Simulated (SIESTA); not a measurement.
Wanted: an ASE script for a SIESTA 5.4.2 run.

| Quantity | Value |
| --- | --- |
| Task | relaxation of cell and atoms |
| Functional | vdW-DF-C09 |
| Potentials or basis | PseudoDojo 0.4 standard (PBE files) |
| Basis | DZP (energy shift 0.003 Ry; two zetas on semicore shells) |
| Grid cutoff | 800 Ry |
| Energy shift | 0.003 Ry |
| k mesh | 8 × 8 × 8 |
| Occupations | fermi-dirac, width 0.05 eV |
| Spin | no spin polarisation |
| force tolerance | 0.02 eV/Å |

The structure of Nb lies in Nb.xyz:

```xyz
1
Lattice="-1.6639500000 1.6639500000 1.6639500000 1.6639500000 -1.6639500000 1.6639500000 1.6639500000 1.6639500000 -1.6639500000" Properties=species:S:1:pos:R:3 pbc="T T T"
Nb     0.0000000000      0.0000000000      0.0000000000
```

These files were run (other wordings do the same):

run.py

```python
from ase.io import read
from ase.calculators.siesta import Siesta
from ase.units import Ry, GPa
from ase.optimize import LBFGS
from ase.filters import FrechetCellFilter

atoms = read("Nb.xyz")

fdf = {
    'SCFMustConverge': False,
    'OccupationFunction': 'FD',
    'ElectronicTemperature': '0.05 eV',
    'MaxSCFIterations': '120',
    'SCF.Mixer.Method': 'Pulay',
    'SCF.Mixer.Weight': '0.25',
    'SCF.Mixer.History': '8',
    'SCF.DM.Tolerance': '5.0e-05',
    'SCF.H.Tolerance': '1.0e-03 eV',
    'WriteForces': 'true',
    'Charge.Mulliken': 'end',
    'PAO.Basis': ['Nb.1 5', 'n=4 0 2', '  3.373 0.000', 'n=5 0 2', '  9.260 0.000', 'n=4 1 2', '  3.913 0.000', 'n=5 1 1', '  9.260', 'n=4 2 2', '  7.326 0.000'],
}
calc = Siesta(
    label="Nb",
    command="siesta < PREFIX.fdf > PREFIX.out",
    pseudo_path="pseudos",
    pseudo_qualifier="",
    xc=('VDW', 'C09'),
    basis_set="DZP",
    mesh_cutoff=800 * Ry,
    energy_shift=0.003 * Ry,
    kpts=[8, 8, 8],
    spin="non-polarized",
    fdf_arguments=fdf,
)
atoms.calc = calc

opt = LBFGS(FrechetCellFilter(atoms), trajectory="relax.traj")
converged = opt.run(fmax=0.02, steps=40)
print("converged:", converged)
print("cell (A):", atoms.cell.cellpar().round(5))
print("scaled positions:")
print(atoms.get_scaled_positions().round(6))
print(f"energy = {atoms.get_potential_energy():.6f} eV")
free = atoms.get_potential_energy(force_consistent=True)
print(f"free energy = {free:.6f} eV")
print("forces (eV/A):")
print(atoms.get_forces(apply_constraint=False).round(6))
print("stress (GPa, Voigt order, tension positive):", (atoms.get_stress() / GPa).round(4))
```

Potentials or basis: PseudoDojo 0.4 standard (PBE files), DZP (energy shift 0.003 Ry; two zetas on semicore shells).

Launch:

```sh
$ python run.py
```

It gave:

The relaxed volume is 17.73 Å³/atom and the relaxed cell is a = 2.845 Å, b = 2.845 Å, c = 2.845 Å, α = 109.47°, β = 109.47°, γ = 109.47°. The space group after relaxing (to 0.05 Å) is Im-3m (No. 229), the energy gained by relaxing is 15.5 meV/atom and the ionic steps are 3. The pressure after relaxing is 0.0 GPa and the band gap on the k mesh is none (metal or under the smearing width).

Caveat: the potentials were made for another functional, which shifts forces and pressure; the basis of atomic orbitals isn't converged, which shifts pressures, moduli and gaps.

Wall time 4 min on 1 thread of Intel(R) Xeon(R) Platinum 8175M CPU @ 2.50GHz (Skylake/Cascade Lake), with other jobs on the host, peak memory 0.41 GiB.
